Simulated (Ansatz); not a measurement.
Runs of Ansatz 0.2.0 on BP. Symmetry: F-43m, No. 216, cubic system. The conventional cell has a = 4.538 Å, b = 4.538 Å, c = 4.538 Å, α = 90.00°, β = 90.00°, γ = 90.00°. Around P (site symmetry -43m) lie 4 B at 1.97 Å. B (site symmetry -43m) is surrounded by 4 P at 1.97 Å. 

| task | level | potentials or basis | cell | k mesh | cutoff (eV) | smearing | basis error allowed | gap on the mesh (eV) | pressure (GPa) | relaxed volume (Å³/atom) |
| --- | --- | --- | --- | --- | --- | --- | --- | --- | --- | --- |
| phonons | PBEsol | all-electron LAPW, scalar-relativistic | as given | 7 × 7 × 7 | 302 | fermi-dirac 0.05 eV | 0.001 eV/atom | 1.13 | - | - |
| relaxation of cell and atoms | LDA | all-electron LAPW, scalar-relativistic | relaxed | 10 × 10 × 10 | - | fermi-dirac 0.05 eV | 0.001 eV/atom | 1.15 | 0.0 | 11.32 |
| relaxation of cell and atoms | RPBE+D3(BJ) | all-electron LAPW, scalar-relativistic | relaxed | 10 × 10 × 10 | - | fermi-dirac 0.05 eV | 0.001 eV/atom | 1.12 | 0.0 | (a) |
| density of states | PBEsol | all-electron LAPW, scalar-relativistic | as given | 10 × 10 × 10 | 281 | gaussian 0.05 eV | 0.001 eV/atom | 1.14 | (b) | - |
| relaxation of cell and atoms | BLYP+D3(BJ) | all-electron LAPW, scalar-relativistic | relaxed | 10 × 10 × 10 | - | fermi-dirac 0.05 eV | 0.001 eV/atom | 1.49 | 0.0 | 11.44 |
| Born charges and dielectric tensor | LDA | all-electron PAW datasets made for the crystal | as given | 10 × 10 × 10 | 310 | fixed | - | 1.19 | - | - |
| band structure | revPBE | all-electron LAPW, scalar-relativistic | as given | 10 × 10 × 10 | 280 | fermi-dirac 0.05 eV | 0.001 eV/atom | 1.26 | (c) | - |
| phonons | LDA | all-electron LAPW, scalar-relativistic | as given | 7 × 7 × 7 | 304 | fermi-dirac 0.05 eV | 0.001 eV/atom | 1.19 | - | - |

Alike in all rows: no spin polarisation.

Question: Estimate the missing entries.

Answer: (a) 10.60; (b) -2.0; (c) 3.2.

Caveats: an odd mesh through Γ misses points on the zone boundary, where band edges often lie (some runs); the program warned that the printed levels may be off, so bands, gaps and densities of states are rough (some runs).

The runs don't all hold the same shells in valence.

Runs at the PBE level aren't shown here.
